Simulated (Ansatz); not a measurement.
Tl:

```
Tl
1.0
    -1.95600    1.95600    1.95600
     1.95600   -1.95600    1.95600
     1.95600    1.95600   -1.95600
Tl
1
Direct
  0.00000 0.00000 0.00000
```

This isn't the form of Tl at room conditions, which is hcp.

Base run:

* Program: Ansatz 0.2.0
* Functional: r2SCAN
* Potentials or basis: Ansatz PAW
* Cutoff: 500 eV (not typed: the program's choice for these potentials)
* k mesh: 10 × 10 × 10
* Occupations: fermi-dirac, width 0.05 eV
* Spin: no spin polarisation

Its results: band gap on the k mesh none (metal or under the smearing width); pressure 0.1 GPa.

**Question.** The run is repeated on the same cell with these changes: spin from no spin polarisation to spin-orbit coupling, no magnetisation; potential files from those of the base run to others of the same set. What comes out?

**Answer.** Band gap on the k mesh none (metal or under the smearing width); pressure -0.5 GPa.

Caveats: the PAW data sets come from PBE, with cores solved anew for the run's functional, which leaves a small shift of forces and pressure; spin-orbit coupling is left out, which moves the levels of the heavy elements (some runs).
